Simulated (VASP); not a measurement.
Input of a VASP 6.6.1 run:

Contents of INCAR:

```
SYSTEM = CdO
PREC = Accurate ; ENCUT = 700
EDIFF = 1E-7 ; ISMEAR = 0
SIGMA = 0.02 ; LREAL = .False.
LASPH = .True. ; NELM = 100
ALGO = Fast ; ISIF = 2
LWAVE = .False. ; LCHARG = .False.
GGA = PE ; NBANDS = 16
```

File KPOINTS:

```
Automatic mesh
0
Gamma
  12 12 12
  0 0 0
```

POSCAR

```
CdO                                     
1.0
   -0.0000000000      2.3660390294      2.3660390294
    2.3660390294      0.0000000000      2.3660390294
    2.3660390294      2.3660390294     -0.0000000000
  Cd              O             
     1     1
Direct
     0.0000000000000000    0.0000000000000000    0.0000000000000000
     0.5000000000000000    0.5000000000000000    0.5000000000000000
```

Potentials or basis: VASP PAW PBE potentials, release 64 (Cd, O).

The run is started by

```sh
$ cat potpaw_PBE.64/Cd/POTCAR potpaw_PBE.64/O/POTCAR > POTCAR
$ mpirun -np 1 vasp_std > vasp.out
```

Task: What does it give for the band gap on the k mesh?

Result: None (metal or under the smearing width).

Task: What does it give for the pressure?

Result: 4.2 GPa.
